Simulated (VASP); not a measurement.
# Shielding tensors and field gradients of KBr, part 3 of 3

Aim: NMR shielding tensors and field gradients of KBr. The cell is of the rock-salt type, one of the forms listed for this formula, which need not be the common one. The start is a cell from a database of measured crystal structures.

VASP 6.6.1, plane waves and PAW; the level of theory is named at each step.

So far. Step 2 (Ground state): The cell has a gap of 4.43 eV on this mesh. Spin-orbit coupling is left out, which can shift or reorder these edges.

### Step 4. Another functional

This step: chemical shifts by linear response (GIPAW), PBEsol; plane waves and PAW (Br, K_sv) (VASP 6.6.1).

The functional is changed, to see how much the shieldings depend on it.

File INCAR:

```
SYSTEM = KBr
PREC = Accurate
ENCUT = 370
EDIFF = 1E-09
NELM = 100
ISMEAR = 0
SIGMA = 0.01
LREAL = .FALSE.
ALGO = Normal
GGA = PS
NBANDS = 14
LWAVE = .FALSE.
LCHARG = .FALSE.
KPAR = 4
LCHIMAG = .TRUE.
LEFG = .TRUE.
DQ = 0.001
ICHIBARE = 1
LNMR_SYM_RED = .TRUE.
```

File POSCAR:

```
KBr
1.0
    0.0000000000      3.3000000000      3.3000000000
    3.3000000000      0.0000000000      3.3000000000
    3.3000000000      3.3000000000      0.0000000000
Br K
1 1
Direct
    0.5000000000      0.5000000000      0.5000000000
    0.0000000000      0.0000000000      0.0000000000
```

File KPOINTS:

```
Automatic mesh
0
Gamma
6 6 6
0 0 0
```

The projector-augmented-wave data sets are Br and K_sv (PBE family, release 64).

Run with:

```bash
$ mpirun -np 4 vasp_std
```

Log:

```text
[banner, memory and clock lines left out]
running    4 mpi-ranks, on    1 nodes
 distrk:  each k-point on    1 cores,    4 groups
 distr:  one band on    1 cores,    1 groups

 POSCAR found type information on POSCAR BrK
 POSCAR found :  2 types and       2 ions
|                                                                             |
|               ----> ADVICE to this user running VASP <----                  |
|                                                                             |
|     You enforced a specific xc type in the INCAR file but a different       |
|     [... a line on the potential file left out ...]
|     I HOPE YOU KNOW WHAT YOU ARE DOING!                                     |
|                                                                             |

 LDA part: xc-table for (Slater+PW92), standard interpolation
 POSCAR, INCAR and KPOINTS ok, starting setup
 FFT: planning ... GRIDC
 FFT: planning ... GRID_SOFT
 FFT: planning ... GRID
 WAVECAR not read
 entering main loop
       N       E                     dE             d eps       ncg     rms          rms(c)
DAV:   1     0.804940446995E+02    0.80494E+02   -0.57517E+03   448   0.776E+02
DAV:   2    -0.170096292357E+01   -0.82195E+02   -0.77476E+02   596   0.209E+02
DAV:   3    -0.645165993004E+01   -0.47507E+01   -0.47294E+01   596   0.458E+01
DAV:   4    -0.662273671738E+01   -0.17108E+00   -0.17102E+00   704   0.774E+00
DAV:   5    -0.662409486520E+01   -0.13581E-02   -0.13581E-02   588   0.749E-01    0.306E+00
DAV:   6    -0.646311410793E+01    0.16098E+00   -0.22337E-01   538   0.239E+00    0.228E+00
DAV:   7    -0.645020209381E+01    0.12912E-01   -0.10080E-01   580   0.173E+00    0.111E+00
DAV:   8    -0.645755755775E+01   -0.73555E-02   -0.11903E-02   540   0.799E-01    0.150E-01
DAV:   9    -0.645791246507E+01   -0.35491E-03   -0.50927E-04   612   0.127E-01    0.818E-02
DAV:  10    -0.645832041461E+01   -0.40795E-03   -0.49756E-04   448   0.128E-01    0.291E-02
DAV:  11    -0.645832181310E+01   -0.13985E-05   -0.13605E-05   660   0.191E-02    0.997E-03
DAV:  12    -0.645832484042E+01   -0.30273E-05   -0.30784E-06   454   0.118E-02    0.565E-03
DAV:  13    -0.645832529232E+01   -0.45190E-06   -0.85673E-07   544   0.505E-03    0.128E-03
DAV:  14    -0.645832538877E+01   -0.96444E-07   -0.12137E-07   490   0.215E-03    0.487E-04
DAV:  15    -0.645832538471E+01    0.40552E-08   -0.40202E-09   596   0.375E-04    0.190E-04
DAV:  16    -0.645832538713E+01   -0.24188E-08   -0.55409E-10   398   0.186E-04    0.728E-05
DAV:  17    -0.645832538647E+01    0.66075E-09   -0.60817E-11   242   0.656E-05
ion   1
     0.0000000     0.0000000    -0.0000000     0.0000000     0.0000000     0.0000000
     0.0000501     0.0000000    -0.0000000     0.0000000     0.0000000     0.0000000
     0.0000689     0.0000000    -0.0000000     0.0000000     0.0000000     0.0000000
     0.0000949     0.0000000    -0.0000000     0.0000000     0.0000000     0.0000000
     0.0001307     0.0000000    -0.0000000     0.0000000     0.0000000     0.0000000

     0.0000000     0.0000000    -0.0000000     0.0000000     0.0000000     0.0000000
     0.0000501     0.0000000    -0.0000000     0.0000000     0.0000000     0.0000000
     0.0000689     0.0000000    -0.0000000     0.0000000     0.0000000     0.0000000
     0.0000949     0.0000000    -0.0000000     0.0000000     0.0000000     0.0000000
     0.0001307     0.0000000    -0.0000000     0.0000000     0.0000000     0.0000000

ion   2
     0.0000000     0.0000000    -0.0000000     0.0000000    -0.0000000     0.0000000
     0.0000394     0.0000000    -0.0000000     0.0000000    -0.0000000     0.0000000
     0.0000543     0.0000000    -0.0000000     0.0000000    -0.0000000     0.0000000
     0.0000748     0.0000000    -0.0000000     0.0000000    -0.0000000     0.0000000
     0.0001030     0.0000000    -0.0000000     0.0000000    -0.0000000     0.0000000

     0.0000000     0.0000000    -0.0000000     0.0000000     0.0000000     0.0000000
     0.0000394     0.0000000    -0.0000000     0.0000000     0.0000000     0.0000000
     0.0000543     0.0000000    -0.0000000     0.0000000     0.0000000     0.0000000
     0.0000748     0.0000000    -0.0000000     0.0000000     0.0000000     0.0000000
     0.0001030     0.0000000    -0.0000000     0.0000000     0.0000000     0.0000000

   1 F= -.64583254E+01 E0= -.64583254E+01  d E =-.237552E-30
DAV:   1    -0.179025431461E+03   -0.17903E+03    0.00000E+00     0   0.000E+00
DAV:   2    -0.179025431461E+03    0.00000E+00    0.00000E+00     0   0.000E+00
BDIR= 1  IDIR= 2  IQ= -1
DAV:   1    -0.358046062763E+03   -0.35805E+03   -0.97030E-03   538   0.725E-01
DAV:   2    -0.358046158125E+03   -0.95362E-04   -0.95362E-04   548   0.197E-01
DAV:   3    -0.358046160194E+03   -0.20688E-05   -0.20689E-05   710   0.196E-02
DAV:   4    -0.358046160208E+03   -0.13805E-07   -0.13804E-07   578   0.164E-03
DAV:   5    -0.358046160208E+03   -0.11505E-09   -0.15412E-09   486   0.125E-04
       N       E                     dE             d eps       ncg     rms
RMM:   1    -0.539333257658E+02   -0.53933E+02   -0.74984E+01   833   0.510E+01
RMM:   2    -0.550252415216E+02   -0.10919E+01   -0.53790E+00   959   0.732E+00
RMM:   3    -0.550868536471E+02   -0.61612E-01   -0.13947E-01   943   0.124E+00
RMM:   4    -0.550906232013E+02   -0.37696E-02   -0.12001E-02   956   0.250E-01
RMM:   5    -0.550908140376E+02   -0.19084E-03   -0.53093E-04   976   0.523E-02
RMM:   6    -0.550908259799E+02   -0.11942E-04   -0.35217E-05   944   0.117E-02
RMM:   7    -0.550908267779E+02   -0.79804E-06   -0.27294E-06   895   0.262E-03
RMM:   8    -0.550908268203E+02   -0.42373E-07   -0.13993E-07   760   0.603E-04
RMM:   9    -0.550908268218E+02   -0.14884E-08   -0.22955E-09   650   0.125E-04
RMM:  10    -0.550908268218E+02   -0.77684E-10   -0.24308E-10   583   0.538E-05
BDIR= 1  IDIR= 2  IQ=  0
DAV:   1    -0.358050854212E+03   -0.35805E+03   -0.18118E-11   224   0.245E-05
DAV:   2    -0.358050854212E+03    0.33367E-10   -0.78829E-12   224   0.937E-06
       N       E                     dE             d eps       ncg     rms
RMM:   1    -0.539525383146E+02   -0.53953E+02   -0.75121E+01   832   0.510E+01
RMM:   2    -0.550462481616E+02   -0.10937E+01   -0.53822E+00   959   0.732E+00
RMM:   3    -0.551078450981E+02   -0.61597E-01   -0.13952E-01   926   0.125E+00
RMM:   4    -0.551116182245E+02   -0.37731E-02   -0.12006E-02   933   0.251E-01
RMM:   5    -0.551118091064E+02   -0.19088E-03   -0.52934E-04   936   0.522E-02
RMM:   6    -0.551118210385E+02   -0.11932E-04   -0.35585E-05   897   0.116E-02
RMM:   7    -0.551118218335E+02   -0.79497E-06   -0.27042E-06   859   0.258E-03
[...]
RLQ:   7    -0.616409473315E+00   -0.56072E-08   -0.90989E-09   627   0.227E-04
RLQ:   8    -0.616409473484E+00   -0.16880E-09   -0.58449E-10   550   0.690E-05
BDIR= 3  IDIR= 1  IQ= -1
DAV:   1    -0.358053324531E+03   -0.35805E+03   -0.90942E-03   550   0.723E-01
DAV:   2    -0.358053416795E+03   -0.92264E-04   -0.92264E-04   558   0.197E-01
DAV:   3    -0.358053418842E+03   -0.20475E-05   -0.20476E-05   694   0.199E-02
DAV:   4    -0.358053418854E+03   -0.11995E-07   -0.11895E-07   588   0.157E-03
DAV:   5    -0.358053418854E+03   -0.18917E-09   -0.14452E-09   462   0.123E-04
       N       E                     dE             d eps       ncg     rms
RMM:   1    -0.549423545374E+02   -0.54942E+02   -0.84209E+01   850   0.518E+01
RMM:   2    -0.560791402533E+02   -0.11368E+01   -0.51268E+00   952   0.743E+00
RMM:   3    -0.561616509460E+02   -0.82511E-01   -0.21542E-01   967   0.150E+00
RMM:   4    -0.561661246783E+02   -0.44737E-02   -0.15121E-02   983   0.279E-01
RMM:   5    -0.561664074142E+02   -0.28274E-03   -0.68373E-04   992   0.678E-02
RMM:   6    -0.561664236653E+02   -0.16251E-04   -0.52305E-05   987   0.148E-02
RMM:   7    -0.561664249079E+02   -0.12426E-05   -0.42169E-06   951   0.374E-03
RMM:   8    -0.561664249660E+02   -0.58035E-07   -0.20691E-07   787   0.782E-04
RMM:   9    -0.561664249702E+02   -0.42528E-08   -0.13003E-08   689   0.221E-04
RMM:  10    -0.561664249706E+02   -0.32791E-09   -0.11988E-09   621   0.791E-05
BDIR= 3  IDIR= 1  IQ=  0
DAV:   1    -0.358050854212E+03   -0.35805E+03   -0.18180E-11   224   0.245E-05
DAV:   2    -0.358050854212E+03   -0.39336E-10   -0.10209E-11   224   0.937E-06
       N       E                     dE             d eps       ncg     rms
RMM:   1    -0.549486436324E+02   -0.54949E+02   -0.84275E+01   850   0.518E+01
RMM:   2    -0.560871938302E+02   -0.11386E+01   -0.51347E+00   952   0.744E+00
RMM:   3    -0.561699314537E+02   -0.82738E-01   -0.21596E-01   949   0.150E+00
RMM:   4    -0.561744288547E+02   -0.44974E-02   -0.15210E-02   952   0.279E-01
RMM:   5    -0.561747136050E+02   -0.28475E-03   -0.68808E-04   963   0.678E-02
RMM:   6    -0.561747299704E+02   -0.16365E-04   -0.52368E-05   933   0.148E-02
RMM:   7    -0.561747312527E+02   -0.12823E-05   -0.44038E-06   907   0.377E-03
RMM:   8    -0.561747313117E+02   -0.58948E-07   -0.20650E-07   734   0.772E-04
RMM:   9    -0.561747313158E+02   -0.41369E-08   -0.12269E-08   633   0.212E-04
RMM:  10    -0.561747313161E+02   -0.32682E-09   -0.12135E-09   577   0.778E-05
BDIR= 3  IDIR= 1  IQ=  1
DAV:   1    -0.358048311582E+03   -0.35805E+03   -0.90899E-03   550   0.723E-01
DAV:   2    -0.358048403843E+03   -0.92261E-04   -0.92261E-04   552   0.197E-01
DAV:   3    -0.358048405923E+03   -0.20793E-05   -0.20793E-05   700   0.200E-02
DAV:   4    -0.358048405935E+03   -0.12308E-07   -0.12313E-07   576   0.157E-03
DAV:   5    -0.358048405935E+03   -0.16894E-09   -0.15465E-09   474   0.124E-04
       N       E                     dE             d eps       ncg     rms
RMM:   1    -0.549541178043E+02   -0.54954E+02   -0.84337E+01   850   0.518E+01
RMM:   2    -0.560943697724E+02   -0.11403E+01   -0.51424E+00   952   0.744E+00
RMM:   3    -0.561776736823E+02   -0.83304E-01   -0.21996E-01   966   0.150E+00
RMM:   4    -0.561818715377E+02   -0.41979E-02   -0.14361E-02   983   0.274E-01
RMM:   5    -0.561821338973E+02   -0.26236E-03   -0.66865E-04   992   0.668E-02
RMM:   6    -0.561821506989E+02   -0.16802E-04   -0.52329E-05   986   0.148E-02
RMM:   7    -0.561821519551E+02   -0.12562E-05   -0.44257E-06   954   0.376E-03
RMM:   8    -0.561821520139E+02   -0.58805E-07   -0.20638E-07   789   0.775E-04
RMM:   9    -0.561821520180E+02   -0.41063E-08   -0.12305E-08   689   0.213E-04
RMM:  10    -0.561821520183E+02   -0.32179E-09   -0.11924E-09   623   0.773E-05
BDIR= 3  IDIR= 2  IQ= -1
DAV:   1    -0.358046062763E+03   -0.35805E+03   -0.97030E-03   538   0.725E-01
DAV:   2    -0.358046158125E+03   -0.95362E-04   -0.95362E-04   548   0.197E-01
DAV:   3    -0.358046160194E+03   -0.20690E-05   -0.20689E-05   710   0.196E-02
DAV:   4    -0.358046160208E+03   -0.13717E-07   -0.13804E-07   578   0.164E-03
DAV:   5    -0.358046160208E+03   -0.24301E-09   -0.15384E-09   486   0.125E-04
       N       E                     dE             d eps       ncg     rms
RMM:   1    -0.564808023580E+02   -0.56481E+02   -0.88177E+01   825   0.517E+01
RMM:   2    -0.578127821072E+02   -0.13320E+01   -0.63291E+00   943   0.783E+00
RMM:   3    -0.578987743725E+02   -0.85992E-01   -0.20564E-01   950   0.147E+00
RMM:   4    -0.579029910511E+02   -0.42167E-02   -0.16018E-02   977   0.281E-01
RMM:   5    -0.579032585900E+02   -0.26754E-03   -0.62089E-04   972   0.650E-02
RMM:   6    -0.579032751607E+02   -0.16571E-04   -0.54525E-05   965   0.151E-02
RMM:   7    -0.579032764107E+02   -0.12500E-05   -0.43835E-06   914   0.379E-03
RMM:   8    -0.579032764718E+02   -0.61108E-07   -0.22029E-07   772   0.827E-04
RMM:   9    -0.579032764761E+02   -0.42883E-08   -0.12931E-08   658   0.224E-04
RMM:  10    -0.579032764764E+02   -0.34978E-09   -0.13714E-09   611   0.822E-05
BDIR= 3  IDIR= 2  IQ=  0
DAV:   1    -0.358050854212E+03   -0.35805E+03   -0.17663E-11   224   0.245E-05
DAV:   2    -0.358050854212E+03   -0.14097E-10   -0.88940E-12   224   0.937E-06
       N       E                     dE             d eps       ncg     rms
RMM:   1    -0.564644254195E+02   -0.56464E+02   -0.88022E+01   825   0.517E+01
RMM:   2    -0.577927094683E+02   -0.13283E+01   -0.63140E+00   941   0.783E+00
RMM:   3    -0.578780179376E+02   -0.85308E-01   -0.20153E-01   933   0.147E+00
RMM:   4    -0.578825292405E+02   -0.45113E-02   -0.16852E-02   945   0.286E-01
RMM:   5    -0.578828185636E+02   -0.28932E-03   -0.63949E-04   945   0.659E-02
RMM:   6    -0.578828346603E+02   -0.16097E-04   -0.54416E-05   917   0.150E-02
RMM:   7    -0.578828359282E+02   -0.12679E-05   -0.43060E-06   880   0.382E-03
RMM:   8    -0.578828359948E+02   -0.66614E-07   -0.24288E-07   714   0.850E-04
RMM:   9    -0.578828359992E+02   -0.43569E-08   -0.12707E-08   610   0.224E-04
RMM:  10    -0.578828359995E+02   -0.31981E-09   -0.12126E-09   572   0.795E-05
BDIR= 3  IDIR= 2  IQ=  1
DAV:   1    -0.358055434674E+03   -0.35806E+03   -0.97094E-03   538   0.725E-01
DAV:   2    -0.358055530017E+03   -0.95343E-04   -0.95343E-04   554   0.197E-01
DAV:   3    -0.358055532060E+03   -0.20432E-05   -0.20432E-05   698   0.196E-02
DAV:   4    -0.358055532074E+03   -0.13351E-07   -0.13379E-07   590   0.165E-03
DAV:   5    -0.358055532074E+03   -0.83105E-10   -0.14333E-09   468   0.123E-04
       N       E                     dE             d eps       ncg     rms
RMM:   1    -0.564472328189E+02   -0.56447E+02   -0.87865E+01   825   0.517E+01
RMM:   2    -0.577717637913E+02   -0.13245E+01   -0.62986E+00   941   0.782E+00
RMM:   3    -0.578567300887E+02   -0.84966E-01   -0.20088E-01   954   0.147E+00
RMM:   4    -0.578612133778E+02   -0.44833E-02   -0.16750E-02   976   0.285E-01
RMM:   5    -0.578615001471E+02   -0.28677E-03   -0.63426E-04   972   0.657E-02
RMM:   6    -0.578615160811E+02   -0.15934E-04   -0.54151E-05   971   0.150E-02
RMM:   7    -0.578615173059E+02   -0.12248E-05   -0.41068E-06   914   0.376E-03
RMM:   8    -0.578615173713E+02   -0.65409E-07   -0.24140E-07   767   0.851E-04
RMM:   9    -0.578615173758E+02   -0.44508E-08   -0.13380E-08   657   0.228E-04
RMM:  10    -0.578615173761E+02   -0.31967E-09   -0.12047E-09   611   0.802E-05
       N       E                     dE             d eps       ncg     rms
RLQ:   1    -0.619298443895E+00   -0.61930E+00   -0.38940E+00   589   0.189E+01
RLQ:   2    -0.631495072640E+00   -0.12197E-01   -0.22713E-02   786   0.540E-01
RLQ:   3    -0.631788435986E+00   -0.29336E-03   -0.53537E-04   776   0.755E-02
RLQ:   4    -0.631807083691E+00   -0.18648E-04   -0.52731E-05   780   0.166E-02
RLQ:   5    -0.631808306193E+00   -0.12225E-05   -0.28099E-06   742   0.347E-03
RLQ:   6    -0.631808350167E+00   -0.43974E-07   -0.17456E-07   610   0.699E-04
RLQ:   7    -0.631808352473E+00   -0.23055E-08   -0.62061E-09   519   0.160E-04
RLQ:   8    -0.631808352605E+00   -0.13284E-09   -0.28279E-10   447   0.584E-05
```

It took 2.4 min on 4 MPI ranks of AMD EPYC 7R43, shared host; peak memory 0.68 GiB.

Parts of OUTCAR (step 4):

```text
The static configuration has the point symmetry O_h .

 Found     16 irreducible k-points:

   NELECT =      16.0000    total number of electrons

  Total       -0.1432853     -0.1432853     -0.1432853      0.0000000      0.0000000     -0.0000000
  in kB       -3.1940403     -3.1940403     -3.1940403      0.0000000      0.0000000     -0.0000000
  external PRESSURE =      -3.1940403 kB  Pullay stress =       0.0000000 kB

  ORBITAL MAGNETIC SUSCEPTIBILITY, excluding core contribution
 -------------------------------------------------------------
  Approximate magnetic susceptibility, pGv (10^-6 cm^3/mole)
     1        -40.630481          0.000000         -0.000000
     2         -0.000000        -40.630481         -0.000000
     3          0.000000          0.000000        -40.630481
 -------------------------------------------------------------
  Approximate magnetic susceptibility, vGv (10^-6 cm^3/mole)
     1        -35.892550          0.000000          0.000000
     2          0.000000        -35.892550          0.000000
     3          0.000000         -0.000000        -35.892550

  BDIR labels direction of applied magnetic field (i.e. B0)
  For BDIR==1, B0 along x-axis, etc.
  Induced field listed along cartesian directions for each BDIR
 ------------------------------------------------------------------------------------------
                 EXCLUDING G=0 CONTRIBUTION              INCLUDING G=0 CONTRIBUTION
 ------------------------------------------------------------------------------------------
  ion  BDIR            X           Y           Z                X           Y           Z
          (   iso_shield        span        skew ) (   iso_shield        span        skew )
 ------------------------------------------------------------------------------------------
    1     1    2626.0240      0.0000     -0.0000        2635.2387     -0.0000     -0.0000
          2       0.0000   2626.0240      0.0000           0.0000   2635.2387      0.0000
          3       0.0000      0.0000   2626.0240          -0.0000     -0.0000   2635.2387
          (    2626.0240      0.0000      0.0000 ) (    2635.2387      0.0000      0.0000 )

    2     1    1136.4547      0.0000     -0.0000        1145.6695      0.0000     -0.0000
          2      -0.0000   1136.4547     -0.0000          -0.0000   1145.6695     -0.0000
          3      -0.0000     -0.0000   1136.4547          -0.0000     -0.0000   1145.6695
          (    1136.4547      0.0000      0.0000 ) (    1145.6695      0.0000      0.0000 )
 ------------------------------------------------------------------------------------------

[... 11 parts as in an earlier step ...]

[... 1 further part left out ...]
```

The PAW data sets were made with PBE, which is usual practice but a small mismatch for other functionals.

Numbers from this step:

```
free energy (TOTEN)            : -6.458 eV
Fermi energy                   : -1.748 eV
pressure                       : -0.3194 GPa
gap on the k-mesh              : 4.279 eV
least direct gap on the k-mesh : 4.279 eV
```

Valence and core; the G = 0 term is that of a spherical sample. NMR shielding, by row:

```
atom  isotropic shielding (ppm)  span (ppm)  skew  isotropic shielding without the G = 0 term (ppm)
 Br1                       2635           0     -                                              2626
  K2                       1146           0     -                                              1136
```

Ordered as |Vzz| ≥ |Vxx| ≥ |Vyy|, the program's way. Electric field gradients, by row:

```
atom  Vxx (V/Å²)  Vyy (V/Å²)  Vzz (V/Å²)  asymmetry
 Br1           0           0           0          -
  K2           0           0           0          -
```

Against the first shielding run the largest change is -25.2 ppm, on Br1.

### Step 5. Summary

This step: chemical shifts by linear response (GIPAW), PBE, PBEsol; plane waves and PAW (VASP 6.6.1).

Derived from the runs above.

Isotropic shieldings. Cost is wall time times ranks on a shared host. Shieldings by setting:

```
                run  ENCUT (eV)  k mesh  Br1, Wyckoff letter b (ppm)  K2, Wyckoff letter a (ppm)  cost (core minutes)
first shielding run         370   6x6x6                         2660                        1153                  7.6
 another functional         370   6x6x6                         2635                        1146                 9.47
```

### Step 6. Outcome

```json
{
  "Br, isotropic shielding": "2660.4 ppm",
  "K, isotropic shielding": "1152.7 ppm"
}
```

At PBE, in the first shielding run, the isotropic shieldings are Br 2660.4 ppm; K 1152.7 ppm. In the first shielding run all tensors are isotropic to 0.5 ppm, as the cubic site symmetry asks. In the undistorted cell the field gradients vanish by symmetry; what its table shows is numerical noise. Against the first shielding run, the one with another functional moves the shieldings by at most 25 ppm. Shifts were not obtained, since a shift is the shielding of a reference compound, computed alike, less these values. The G = 0 term is the part set by the sample's shape, taken here for a sphere. Spin-orbit effects on the shifts of and near heavy atoms are left out. No finer mesh was run, so convergence in it isn't shown. VASP's guide advises LASPH and NLSPLINE for shieldings, which this input doesn't set; the effect wasn't tested. Where the functional isn't the one that the data sets were made with, the shieldings hold that mismatch too. The cell is of the rock-salt type, one of the forms listed for this formula, which need not be the common one.

[Lines on the potential files, build, host, timing and source positions are cut from VASP's logs without a mark.]

[Logs are printed without paths, hosts, clocks, repeated set-up lines and the standing remarks that a program may print on its own settings, such as how far it seeks lower states.]

[Hosts, paths, dates, database ids (printed as entryN), source tags and the programs' standing remarks are cut or masked in the printed files.]
